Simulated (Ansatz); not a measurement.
# Band edges of AlN (P6_3mc)

```xyz
4
Lattice="3.1138 0.0000 0.0000 -1.5569 2.6967 0.0000 0.0000 0.0000 4.9829" Properties=species:S:1:pos:R:3 pbc="T T T"
Al    0.0000    1.7978   -0.0050
Al    1.5569    0.8989    2.4864
N     0.0000    1.7978    1.8985
N     1.5569    0.8989    4.3899
```

Conventional cell: a = 3.114 Å, b = 3.114 Å, c = 4.983 Å, α = 90.00°, β = 90.00°, γ = 120.00°. Around Al (atom 1) lie 4 N at 1.89 to 1.90 Å. Around N (atom 3) lie 4 Al at 1.89 to 1.90 Å.

Unless marked otherwise, the numbers come from PBEsol, all-electron LAPW in Ansatz 0.2.0, scalar-relativistic. k mesh 8×8×6, fixed occupations, basis error target 1 meV/atom. The cell was relaxed by PAW under this functional.

Extrema are searched on a 12×12×8 mesh and refined by Newton steps; masses come from band slopes 0.005 Å⁻¹ away, 1/m* = (1/ħ²) d²E/dk², negative for holes (the finite step makes the lightest masses up to about 3 % heavy). k is in units of the reciprocal vectors.

(1) Where are the band edges, and is the gap direct?

(2) What are the electron masses at the edge?

(3) What are the hole masses at the edge?

(4) Along the Cartesian direction z the conduction slope is 0.1325 eV·Å one step out. What is it four steps out, and what does that say?

(5) What electronic dielectric constant and refractive index follow from the same bands (independent particles)?

(6) What gap does PAW give in the same cell?

(7) Cells strained by ±0.5 % (all lengths, zz alone, equal engineering shears γ in yz, zx, xy; ions relaxed) give deformation potentials. How do the edge levels move, in eV per unit strain against the centre of the top valence set?

Results:

(1) The valence maximum lies at Gamma (0.000, 0.000, 0.000) and the conduction minimum at Gamma (0.000, 0.000, 0.000), so the Kohn-Sham gap of 4.105 eV is direct. A further conduction extremum at (0.000, -0.500, 0.336) lies 0.712 eV from the edge (6 equivalent points). A further conduction extremum at K (0.333, 0.333, 0.000) lies 0.786 eV from the edge (2 equivalent points).

(2) The principal masses are 0.287, 0.3, 0.3 mₑ. One valley has a density-of-states mass (m₁m₂m₃)^(1/3) = 0.296; the direction-averaged conductivity mass 3/Σ(1/mᵢ) is 0.296 mₑ.

(3) The principal masses are 0.241, 4.39, 4.39 mₑ. One valley has a density-of-states mass (m₁m₂m₃)^(1/3) = 1.67; the direction-averaged conductivity mass 3/Σ(1/mᵢ) is 0.652 mₑ.

(4) 0.5284 eV·Å, 3.987 times the first; a parabola would give 4, so the band is nearly parabolic here.

(5) ε∞ = (4.69, 4.69, 4.90), so n ≈ √ε∞ = 2.18 (mean over directions) well under the gap and the normal reflectivity is ((n − 1)/(n + 1))² = 0.138. Local fields, left out here, lower ε∞ by several per cent.

(6) 4.095 eV, -10 meV from the LAPW value.

(7) 

```csv
point,k,side,bands,level (eV),d/dlnV,d/dε_zz,d/dγ,split/ε_zz,split/γ
Gamma,0.00 0.00 0.00,valence,1,0.000,0.00,0.00,0.00*,–,–
Gamma,0.00 0.00 0.00,conduction,1,4.105,-8.61,-3.34,0.02*,–,–
general,0.50 -0.50 -0.34,conduction,1,4.817,-2.85,-1.05,-1.56,–,–
general,0.00 0.50 -0.34,conduction,1,4.817,-2.85,-1.05,0.02,–,–
general,0.50 0.00 -0.34,conduction,1,4.817,-2.85,-1.05,1.60,–,–
K,-0.67 0.33 0.00,conduction,1,4.891,-0.32,-0.12,0.02,–,–
A,0.00 0.00 -0.50,conduction,2,6.359,-8.49,0.37,0.02,0.00,0.20
M,-0.50 0.00 0.00,valence,1,-0.705,0.43,6.96,5.22,–,–
M,-0.50 0.50 0.00,valence,1,-0.705,0.43,6.96,-5.16,–,–
M,0.00 -0.50 0.00,valence,1,-0.705,0.43,6.96,0.03,–,–
L,-0.50 0.00 -0.50,conduction,2,5.171,-3.26,-0.70,1.29,0.00,8.70
L,-0.50 0.50 -0.50,conduction,2,5.171,-3.26,-0.70,-1.24,0.00,2.33
L,0.00 -0.50 -0.50,conduction,2,5.171,-3.26,-0.70,0.02,0.00,6.36
```

Sets with another level within 0.15 eV are left out, since it mixes in under strain; the reference set stays in any case. Entries marked * vanish by symmetry to first order; what they show is the residue of the finite step. These cells use a basis error target of 0.5 meV/atom.

Keep in mind: semilocal gaps are low, and what follows the gap (onsets, screening, light masses) shifts with it; the frozen-core PAW files of the compared runs were fitted under PBE, their cores solved anew for this functional.
